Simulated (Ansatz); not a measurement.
# GeSe: levels at named points, part 2 of 2

Aim: the gap, band edges and levels at named points of GeSe.

Ansatz 0.2.0; DFT PBE+D3(BJ), scalar-relativistic, plane waves, PAW. The steps go on from the part before. Steps at another level of theory say so in their titles or inputs.

## 4. Levels with HSE06

input.yaml

```yaml
crystal:
  lattice:
    - [10.9599057379, 0.0, 0.0]
    - [0.0, 3.876542736, 0.0]
    - [0.0, 0.0, 4.4301029359]
  atoms:
    - { symbol: Ge, position: [0.1232228237, 0.75, 0.8858427794] }
    - { symbol: Ge, position: [0.6232228237, 0.75, 0.6141572206] }
    - { symbol: Ge, position: [0.3767771763, 0.25, 0.3858427794] }
    - { symbol: Ge, position: [0.8767771763, 0.25, 0.1141572206] }
    - { symbol: Se, position: [0.8546473719, 0.75, 0.5020252264] }
    - { symbol: Se, position: [0.3546473719, 0.75, -0.0020252264] }
    - { symbol: Se, position: [0.6453526281, 0.25, 1.0020252264] }
    - { symbol: Se, position: [0.1453526281, 0.25, 0.4979747736] }
basis:
  ecutwfc: 420
kpoints:
  mp_grid: { grid: [2, 4, 4] }
  band_path:
    path:
      - [0.0, 0.0, 0.0]
      - [0.5, 0.0, 0.0]
      - [0.5, 0.5, 0.0]
      - [0.0, 0.5, 0.0]
      - [0.0, 0.0, 0.5]
      - [0.5, 0.0, 0.5]
      - [0.5, 0.5, 0.5]
      - [0.0, 0.5, 0.5]
      - [0.0, 0.0, 0.34375]
      - [0.0, 0.0, -0.067708]
    npoints: 1
hamiltonian:
  xc: hse06
scf:
  occupations: { method: fixed }
  n_extra_bands: 7
output:
  eigenvalues: true
  write_density: true
  write_potential: true
  elf: true
  volumetric_format: npy
```

Launch:

```console
> ansatz run input.yaml --threads 4 --pin off --max-ram 10240MiB --backend cpu --events-out ev --progress --plain --runs-dir out
```

Log:

```text
Warning: RAYON_NUM_THREADS=4 ignored (pool sized by the plan → 4); use --threads N
scf.n_extra_bands = 7 over 60 filled bands (N_el = 120.0): the run solves 67 bands
Engine: ansatz 0.2.0, aarch64-unknown-linux-gnu
Pseudopotentials: kind: paw
Pseudopotential: Ge, paw, valence charge 14, recommended cutoff 420 eV (normal), Ge.paw.azcp
Pseudopotential: Se, paw, valence charge 16, recommended cutoff 420 eV (normal), Se.paw.azcp
Functional definition: HSE06
  parameter a = 0.25
  parameter omega = 0.11/bohr
  exchange = pbe_x - a*pbe_x_sr(omega) + a*exact_x_sr(omega)
  correlation = pbe_c
davidson cushion auto → on  (no smearing: the cushion is to keep the highest requested band from converging to the state above it; pin scf.eigensolver.cushion to override)
Crystal: 8 atoms, lattice volume = 188.220 Å³
Basis set: ecut = 420 eV, 3699 PW (Γ)
Bands: 67, of which v1, the nominal top of the filled ones, is band 60 counted from 1 (59 counted from 0)
Symmetry: 8 space group operations
Space group: Pnma (ITA 62), of the structure as read, at distance tolerance 5.7e-5 Å
k-points: 18 of 32
Non-local potential: Ge, projectors of the file, l = 0: 2, l = 1: 2, l = 2: 3, l = 3: 1
Non-local potential: Se, projectors of the file, l = 0: 2, l = 1: 2, l = 2: 3, l = 3: 1
PAW form: soft (Blöchl's): semilocal exchange-correlation on the pseudo side does not see the compensation charge
PAW frozen core: Ge, regenerated for the run's functional, and the local potential with it (the file was generated under x = pbe(κ = 0.804, μ = 0.2195149727645171), c = pbe(β = 0.06672455060314922))
PAW frozen core: Se, regenerated for the run's functional, and the local potential with it (the file was generated under x = pbe(κ = 0.804, μ = 0.2195149727645171), c = pbe(β = 0.06672455060314922))
PAW one-centre angular grid: Ge, 590 points (default); XC on 64 Gauss nodes
PAW one-centre angular grid: Se, 590 points (default); XC on 64 Gauss nodes
Initial density: superposition of atomic densities (neutral atoms: chi_scale 0, normalization atom), corrected by the library's trained network
Initial wavefunctions: pseudopotential atomic-orbital guess
Functional: x = pbe(κ = 0.804, μ = 0.2195149727645171), c = pbe(β = 0.06672455060314922), warm-up for x = pbe(κ = 0.804, μ = 0.2195149727645171) + 0.25 (exact − pbe) at short range (hse, ω = 0.20786987370883472 Å⁻¹), c = pbe(β = 0.06672455060314922); HSE06 as pw.x's `hse` composes it (authors' and Libxc's form: `xc: wpbeh`)
SCF iter   1: F=—  HF=-39058.064115 eV  |F-HF|=—  |Δ(HF+E_count)|=         —  Δρ=1.29e-3  dr2=3.61e-3  ethr=1.77e-3  ⟨swp⟩=6.1  Hψ=4635  notcnv=0
preconditioner: auto → none  [insulator: Δε(μ)=0.921 eV  Ē_g=8.308 eV  n_scr=56 (ndim 8)  ℏωp=17.1 eV  f_vac=0.001]
SCF iter   2: F=—  HF=-39058.065437 eV  |F-HF|=—  |Δ(HF+E_count)|=   1.32e-3  Δρ=6.49e-4  dr2=6.34e-4  ethr=3.01e-6  ⟨swp⟩=4.0  Hψ=4241  notcnv=0
SCF iter   3: F=—  HF=-39058.065718 eV  |F-HF|=—  |Δ(HF+E_count)|=   2.80e-4  Δρ=3.22e-4  dr2=1.27e-4  ethr=5.28e-7  ⟨swp⟩=3.0  Hψ=3044  notcnv=0
SCF iter   4: F=-39058.065887 eV  HF=-39058.065866 eV  |F-HF|=2.14e-5  |Δ(HF+E_count)|=   1.48e-4  Δρ=1.61e-4  dr2=3.77e-5  ethr=1.06e-7  ⟨swp⟩=3.0  Hψ=3436  notcnv=0
SCF 1 stopped early in 4 iterations: F = -39058.065887 eV  dr2 = 3.77e-5
Initial density: handed on by an earlier stage of this run
Initial wavefunctions: those handed on with the density
Functional: x = pbe(κ = 0.804, μ = 0.2195149727645171) + 0.25 (exact − pbe) at short range (hse, ω = 0.20786987370883472 Å⁻¹), c = pbe(β = 0.06672455060314922); HSE06 as pw.x's `hse` composes it (authors' and Libxc's form: `xc: wpbeh`)
Exchange kernel: α = 0.2500, screened, ω = 0.2079 Å⁻¹, Wigner–Seitz truncation, v(0) = 1039.8684 eV·Å³, q-mesh 2×4×4, nearest image of the exchange supercell L = 15.51 Å, pair-density grid 48×18×20, without the augmentation charges, whose exchange is taken in its separable form by FFT convolution over the k-point mesh (sized by the pseudopotential files, 75×25×30 at the most), smooth part of the exact exchange by density-matrix convolution
Frozen-core exchange: fock
SCF iter   1: F=—  HF=-39067.027617 eV  |F-HF|=—  |Δ(HF+E_count)|=         —  Δρ=8.74e-3  dr2=7.84e-2  ethr=3.15e-7  ⟨swp⟩=7.2  Hψ=6488  notcnv=0
preconditioner: auto → none  [insulator: Δε(μ)=1.481 eV  Ē_g=9.556 eV  n_scr=56 (ndim 8)  ℏωp=17.1 eV  f_vac=0.001]
SCF iter   2: F=—  HF=-39066.961891 eV  |F-HF|=—  |Δ(HF+E_count)|=   6.57e-2  Δρ=2.92e-3  dr2=1.51e-2  ethr=3.15e-7  ⟨swp⟩=4.1  Hψ=5077  notcnv=0
SCF iter   3: F=—  HF=-39066.960067 eV  |F-HF|=—  |Δ(HF+E_count)|=   1.82e-3  Δρ=1.15e-3  dr2=5.22e-3  ethr=3.15e-7  ⟨swp⟩=4.0  Hψ=3900  notcnv=0
SCF iter   4: F=—  HF=-39066.995262 eV  |F-HF|=—  |Δ(HF+E_count)|=   3.52e-2  Δρ=1.19e-3  dr2=1.64e-3  ethr=3.15e-7  ⟨swp⟩=4.0  Hψ=5043  notcnv=0
SCF iter   5: F=—  HF=-39066.994495 eV  |F-HF|=—  |Δ(HF+E_count)|=   7.67e-4  Δρ=1.25e-4  dr2=1.70e-4  ethr=3.15e-7  ⟨swp⟩=4.0  Hψ=4051  notcnv=0
SCF iter   6: F=—  HF=-39066.995134 eV  |F-HF|=—  |Δ(HF+E_count)|=   6.39e-4  Δρ=1.81e-4  dr2=6.87e-5  ethr=4.79e-8  ⟨swp⟩=4.1  Hψ=3729  notcnv=0
iter 7 solved again at ethr=1.12e-9 eV; its pass at ethr=4.79e-8 eV (dr2=1.35e-6 eV) is discarded
SCF iter   7: F=-39066.995114 eV  HF=-39066.995114 eV  |F-HF|=4.94e-7  |Δ(HF+E_count)|=   1.93e-5  Δρ=3.25e-5  dr2=9.73e-6  ethr=1.12e-9  ⟨swp⟩=4.0  Hψ=6612  notcnv=0
SCF 2 stopped early in 7 iterations: F = -39066.995114 eV  dr2 = 9.73e-6
hybrid outer 1: dexx = +4.112e-2 eV, tail = 4.03e-4 eV
Exchange kernel: α = 0.2500, screened, ω = 0.2079 Å⁻¹, Wigner–Seitz truncation, v(0) = 1039.8684 eV·Å³, q-mesh 2×4×4, nearest image of the exchange supercell L = 15.51 Å, pair-density grid 48×18×20, without the augmentation charges, whose exchange is taken in its separable form by FFT convolution over the k-point mesh (sized by the pseudopotential files, 75×25×30 at the most), smooth part of the exact exchange by density-matrix convolution
Frozen-core exchange: fock
SCF iter   1: F=—  HF=-39066.995663 eV  |F-HF|=—  |Δ(HF+E_count)|=         —  Δρ=7.34e-5  dr2=1.17e-5  ethr=1.68e-6  ⟨swp⟩=2.4  Hψ=2674  notcnv=0
preconditioner: auto → none  [insulator: Δε(μ)=1.462 eV  Ē_g=9.548 eV  n_scr=56 (ndim 8)  ℏωp=17.1 eV  f_vac=0.001]
SCF iter   2: F=—  HF=-39066.995668 eV  |F-HF|=—  |Δ(HF+E_count)|=   5.02e-6  Δρ=2.67e-5  dr2=2.69e-6  ethr=7.51e-9  ⟨swp⟩=4.0  Hψ=4798  notcnv=0
SCF iter   3: F=—  HF=-39066.995672 eV  |F-HF|=—  |Δ(HF+E_count)|=   4.11e-6  Δρ=2.31e-5  dr2=9.72e-7  ethr=9.15e-10  ⟨swp⟩=4.1  Hψ=3550  notcnv=0
SCF iter   4: F=—  HF=-39066.995673 eV  |F-HF|=—  |Δ(HF+E_count)|=   8.07e-7  Δρ=1.36e-5  dr2=3.34e-7  ethr=7.31e-10  ⟨swp⟩=3.6  Hψ=3118  notcnv=0
iter 5 solved again at ethr=2.44e-11 eV; its pass at ethr=2.74e-10 eV (dr2=2.93e-8 eV) is discarded
SCF iter   5: F=-39066.995673 eV  HF=-39066.995673 eV  |F-HF|=3.39e-8  |Δ(HF+E_count)|=   9.71e-8  Δρ=3.24e-6  dr2=3.47e-8  ethr=2.44e-11  ⟨swp⟩=2.4  Hψ=5785  notcnv=0
SCF 3 converged in 5 iterations: F = -39066.995673 eV  dr2 = 3.47e-8
hybrid outer 2: dexx = +6.358e-6 eV, tail = 2.87e-7 eV, Δε = 2.19e-3 eV (about 1.08e-4 eV left of the loop's levels)
the search or the solves at the SCF's close seem to have found levels that the self-consistency loop had missed (the run counts 1). By its estimate they hold under 1e-12 electrons; where the run keeps them, the occupations were computed again with them
NSCF: frozen V_eff on 10 k-points
hybrid SCF converged: 2 outer / 12 inner (+4 warm-up), last move |dexx| = 6.36e-6 eV, tail = 2.87e-7 eV
Stability not checked: this state was not tested for a lower state beside it, because the functional holds exact exchange (a hybrid, or Hartree-Fock), whose exchange loop this test does not read (fock_operator; see scf.lower_state_search)
Free energy (F): -39066.995672 eV
Frozen-core exchange: fock
Harris-Foulkes:  -39066.995672 eV  (|F-HF|=3.39e-8)
Internal energy: -39066.995672 eV  (E = F + TS)
E sigma→0 (E₀):  -39066.995672 eV
Fermi energy:    7.742180 eV
--- Per-component energies (eV) ---
  E_band       = -2462.848307
  E_kinetic    = 901.838150
  E_local      = -18942.186743  (includes V_loc(G=0)·N_el)
  E_nonlocal   = -726.152965
  E_hartree    = 8821.970487
  E_xc         = -576.705886
  E_vxc        = -519.700631  (∫ρ·V_xc dr)
  E_exx        = -489.280214  (= α·E_x^exact, valence–valence)
  E_paw        = -15356.646538  (= ΣΔE_a)
  E_vpaw       = 157.985035  (= ΣTr[D̂ρ^β])
  E_aug_tail   = -0.001263  (compensation charges beyond the density's cutoff)
  E_ewald      = -12694.085287
  E_core_change = -5.745414  (= ΣΔE_core)
  E_smearing   = -0.000000  (= −TS)
  E_closure    = -0.000000  (closes the sum)
  Σ components = -39066.995672   (vs F -39066.995672, Δ=0.00e0)
--- Band table (eV; the first three rows and the last of 18) ---
  k-point 0: bands = ["-43.4856", "-43.4855", "-43.4854", "-43.4853", "-43.4829", "-43.4829", "-43.4826", "-43.4826", "-43.4468", "-43.4465", "-43.4465", "-43.4463", "-43.4428", "-43.4426", "-43.4426", "-43.4424", "-43.4307", "-43.4305", "-43.4303", "-43.4302", "-19.8572", "-19.8550", "-19.8545", "-19.8534", "-19.8530", "-19.8525", "-19.8519", "-19.8508", "-19.8238", "-19.8229", "-19.8193", "-19.8186", "-19.8152", "-19.8127", "-19.8040", "-19.8014", "-19.7958", "-19.7951", "-19.7933", "-19.7927", "-7.8588", "-7.4332", "-6.4040", "-5.7356", "-0.7829", "-0.0888", "1.6442", "2.0086", "2.0927", "3.8414", "4.0964", "4.1847", "4.2865", "4.7790", "5.6524", "5.9009", "6.3869", "6.7680", "7.0156", "7.7422", "9.2050", "11.2592", "11.2839", "11.3296", "11.6731", "11.9864", "12.2669"]
  k-point 1: bands = ["-43.4856", "-43.4855", "-43.4855", "-43.4854", "-43.4829", "-43.4828", "-43.4827", "-43.4826", "-43.4467", "-43.4465", "-43.4464", "-43.4463", "-43.4428", "-43.4426", "-43.4426", "-43.4424", "-43.4306", "-43.4305", "-43.4303", "-43.4302", "-19.8565", "-19.8548", "-19.8544", "-19.8538", "-19.8534", "-19.8531", "-19.8524", "-19.8514", "-19.8225", "-19.8214", "-19.8193", "-19.8183", "-19.8149", "-19.8131", "-19.8036", "-19.8018", "-19.7957", "-19.7947", "-19.7939", "-19.7930", "-7.5524", "-7.1436", "-6.4224", "-5.8809", "-1.5488", "-0.4025", "0.0005", "1.0287", "2.5137", "4.5025", "4.6593", "5.1190", "5.2464", "5.4074", "5.7621", "6.3117", "6.3495", "6.8456", "7.4986", "7.7162", "9.5190", "10.0225", "10.6324", "11.0976", "11.1754", "11.7631", "12.1512"]
  k-point 2: bands = ["-43.4855", "-43.4855", "-43.4854", "-43.4854", "-43.4828", "-43.4828", "-43.4827", "-43.4827", "-43.4466", "-43.4466", "-43.4463", "-43.4463", "-43.4427", "-43.4427", "-43.4425", "-43.4425", "-43.4305", "-43.4305", "-43.4304", "-43.4304", "-19.8549", "-19.8549", "-19.8547", "-19.8547", "-19.8532", "-19.8532", "-19.8529", "-19.8529", "-19.8203", "-19.8203", "-19.8190", "-19.8190", "-19.8141", "-19.8141", "-19.8028", "-19.8028", "-19.7951", "-19.7951", "-19.7939", "-19.7939", "-6.8470", "-6.8470", "-6.4522", "-6.4522", "-1.5564", "-1.5564", "-0.2359", "-0.2359", "3.6969", "3.6969", "5.4804", "5.4804", "5.8689", "5.8689", "6.3774", "6.3774", "7.0584", "7.0584", "7.6238", "7.6238", "9.7236", "9.7236", "10.4889", "10.4889", "10.7204", "10.7204", "11.0664"]
  k-point 17: bands = ["-43.4856", "-43.4856", "-43.4856", "-43.4856", "-43.4824", "-43.4824", "-43.4824", "-43.4824", "-43.4465", "-43.4465", "-43.4465", "-43.4465", "-43.4427", "-43.4427", "-43.4427", "-43.4427", "-43.4303", "-43.4303", "-43.4303", "-43.4303", "-19.8591", "-19.8591", "-19.8591", "-19.8591", "-19.8474", "-19.8474", "-19.8474", "-19.8474", "-19.8206", "-19.8206", "-19.8206", "-19.8206", "-19.8105", "-19.8105", "-19.8105", "-19.8105", "-19.7916", "-19.7916", "-19.7916", "-19.7916", "-5.9885", "-5.9885", "-5.9885", "-5.9885", "-0.6840", "-0.6840", "-0.6840", "-0.6840", "2.7366", "2.7366", "2.7366", "2.7366", "3.6066", "3.6066", "3.6066", "3.6066", "6.2985", "6.2985", "6.2985", "6.2985", "11.1733", "11.1733", "11.1733", "11.1733", "13.7156", "13.7156", "13.7156"]
```

It took 3.1 min on 4 threads of Arm Neoverse V1, shared host; peak memory 4.3 GiB.

Levels at named points, in eV from the top of the last band filled by count:

```csv
point,band 58,band 59,band 60,band 61,band 62,band 63
Γ,-1.21,-0.97,-0.24,1.22,3.28,3.30
X,-1.91,-0.54,-0.54,2.95,2.95,3.04
S,-1.64,-1.64,-1.64,2.03,2.03,2.03
Y,-1.54,-1.28,-1.28,1.68,1.68,1.72
Z,-0.92,-0.36,-0.36,1.74,1.74,2.51
U,-0.59,-0.49,-0.49,1.77,1.77,2.51
R,-1.68,-1.68,-1.68,3.19,3.19,3.19
T,-2.45,-1.70,-1.70,3.51,3.51,3.95
top*,-0.70,-0.51,0.00,1.55,1.95,2.07
bottom*,-1.12,-1.05,-0.25,1.22,3.21,3.29
```

* Points where the relaxation's level has its edges, typed into the path; another level's edges can lie beside them.

## 5. All levels side by side

```csv
level,k mesh,gap (eV),least direct gap (eV),top at,bottom at,CPU time (s)
PBE+D3(BJ) on the hybrid's mesh,2×4×4,0.73,0.93,"(0.00, 0.00, 0.34)","(0.00, 0.00, -0.07)",23
HSE06,2×4×4,1.22,1.46,"(0.00, 0.00, 0.34)",Γ,690
```

Gaps are by band count over the mesh and the named points; a gap of 0 means that the bands overlap or touch.

## 6. Summary of results

What follows sums up all 2 parts.

| quantity | value |
| --- | --- |
| gap, HSE06 | 1.22 eV, indirect |

At HSE06 the gap is 1.22 eV, from (0.00, 0.00, 0.34) to Γ. Near these geometries the D3 coefficients change with coordination, as the log warns; steps in energy, slope or pressure can stem from that.
